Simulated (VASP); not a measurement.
CuO (Tenorite):

```
CELL_PARAMETERS angstrom
2.34465 -1.71340 0.00000
2.34465 1.71340 0.00000
-0.86055 0.00000 5.05944
ATOMIC_POSITIONS crystal
Cu 0.49680 0.00320 0.50000
Cu 0.00320 0.49680 0.00000
O 0.40560 0.57140 0.75370
O 0.57140 0.40560 0.25370
```

| Item | Value |
| --- | --- |
| Program | VASP 6.6.1 |
| Task | relaxation of cell and atoms |
| Functional | PBEsol |
| Potentials or basis | VASP PAW PBE potentials, release 64 (Cu, O) |
| Cutoff | 600 eV |
| k mesh | 8 × 8 × 4 |
| Occupations | fermi-dirac, width 0.05 eV |
| Spin | no spin polarisation |

At the start: pressure -2.2 GPa; volume 10.16 Å³/atom.

**Question.** Where does the relaxation end?

**Answer.** Over 32 steps the energy falls by 45.3 meV/atom and the volume is 10.67 Å³/atom (+5.0 %); space group Cccm (No. 66, to 0.05 Å).

The path:
```
step  energy change (eV)  largest force (eV/Å)  pressure (GPa)  volume (Å³)
   1              0.0000                0.7608           -2.18        40.65
   2             -0.0596                0.1757            1.68        39.84
   3             -0.0599                0.1790            1.34        39.89
   4             -0.0676                0.1764           -0.03        40.31
   5             -0.0725                0.1824           -1.76        40.88
   6             -0.0771                0.1630           -1.41        40.90
   7             -0.0891                0.1047           -0.63        40.98
   8             -0.1051                0.0349            0.83        41.12
   9             -0.1002                0.3348            4.11        41.32
  10             -0.1091                0.1613            2.37        41.21
  11             -0.1140                0.1547            2.02        41.39
  12             -0.1260                0.1516            1.06        41.89
  13             -0.1383                0.1712           -0.82        42.86
  14             -0.1486                0.1145           -0.88        42.86
  15             -0.1666                0.0760           -0.80        42.84
  16             -0.1546                0.4453           -0.13        42.70
  17             -0.1700                0.1755           -0.61        42.81
  18             -0.1739                0.1190           -0.09        42.62
  19             -0.1749                0.1089            0.59        42.46
  20             -0.1764                0.0774           -0.06        42.58
  21             -0.1766                0.0601           -0.38        42.66
  22             -0.1775                0.0151           -0.04        42.58
  23             -0.1776                0.0392            0.16        42.55
  24             -0.1786                0.0321            0.33        42.57
  25             -0.1799                0.0292            0.44        42.63
  26             -0.1803                0.0338           -0.51        42.86
  27             -0.1804                0.0318           -0.25        42.81
  28             -0.1804                0.0319           -0.40        42.82
  29             -0.1809                0.0233           -0.42        42.81
  30             -0.1811                0.0151           -0.45        42.79
  31             -0.1811                0.0091            0.64        42.53
  32             -0.1814                0.0070            0.02        42.67
```

Final structure:
```yaml
crystal:
  lattice:
    - [2.07992, -2.00060, 0.15486]
    - [2.07992, 2.00060, 0.15486]
    - [-0.42407, 0.00000, 5.09564]
  atoms:
    - { symbol: Cu, position: [0.49396, 0.99439, 0.50181] }
    - { symbol: Cu, position: [0.99439, 0.49396, 0.00181] }
    - { symbol: O, position: [0.49183, 0.49682, 0.75189] }
    - { symbol: O, position: [0.49682, 0.49183, 0.25189] }
```

Caveat: the PAW data sets were made with another functional, which shifts forces and pressure a little; the run has no spin polarisation, though such a crystal can be magnetic.
